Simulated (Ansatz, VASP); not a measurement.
## Si: VASP beside Ansatz

INCAR

```
PREC = Accurate
ENCUT = 520
EDIFF = 1E-7
ISMEAR = 0
SIGMA = 0.1
LREAL = False
LASPH = True
NELM = 100
ALGO = Normal
ISIF = 2
LWAVE = False
LCHARG = False
GGA = PS
NBANDS = 16
```

KPOINTS

```
Automatic mesh
0
Gamma
  4 4 4
```

POSCAR

```
Si
1.0
    2.3219529570     -3.9352796608      0.0000000000
    2.3219529570      3.9352796608      0.0000000000
    0.0000000000      0.0000000000      4.6500831006
Si
4
Direct
    0.1525000000      0.8475000000      0.0785000000
    0.6525000000      0.3475000000      0.4215000000
    0.8475000000      0.1525000000      0.9215000000
    0.3475000000      0.6525000000      0.5785000000
```

Input for Ansatz:

```yaml
crystal:
  lattice:
    - [2.321952957, -3.9352796608, 0.0]
    - [2.321952957, 3.9352796608, 0.0]
    - [0.0, 0.0, 4.6500831006]
  atoms:
    - { symbol: Si, position: [0.1525, 0.8475, 0.0785] }
    - { symbol: Si, position: [0.6525, 0.3475, 0.4215] }
    - { symbol: Si, position: [0.8475, 0.1525, 0.9215] }
    - { symbol: Si, position: [0.3475, 0.6525, 0.5785] }
basis:
  ecutwfc: 420
kpoints:
  mp_grid: { grid: [4, 4, 4] }
hamiltonian:
  xc: pbesol
scf:
  occupations: { method: gaussian, width: 0.1 }
  lower_state_search: "off"
output:
  forces: true
  stress: true
  eigenvalues: true
```

Alike in both runs: task single point; functional PBEsol; k mesh 4 × 4 × 4; occupations gaussian, width 0.1 eV; no spin polarisation.

|  | VASP | Ansatz |
| --- | --- | --- |
| version | VASP 6.6.1 | Ansatz 0.2.0 |
| potentials or method | VASP PAW PBE potentials, release 64 (Si) | scalar-relativistic, plane waves, PAW |
| plane-wave cutoff (eV) | 520 | 420 |
| valence electrons in the cell | 16 | 16 |

|  | VASP | Ansatz | Ansatz less VASP |
| --- | --- | --- | --- |
| gap on the k mesh at the Fermi level (eV) | none | none | - |
| pressure (GPa) | -10.9 | -11.0 | -0.04 |
| largest component of the traceless stress (GPa) | 1.03 | 1.01 | -0.014 |
| rms of the force components (eV/Å) | 0.439 | 0.439 | -0.0004 |

Atom by atom the forces differ by 0.001 eV/Å (rms over components). A gap of «none» marks a metal or a gap that the smearing closes. The functional is the same, so the differences come from potentials, cutoffs and numerics.

Caveats: the k mesh is coarse (spacing up to 0.39 Å⁻¹), so the values aren't converged; the PAW data sets were made with another functional, which shifts forces and pressure a little (VASP).
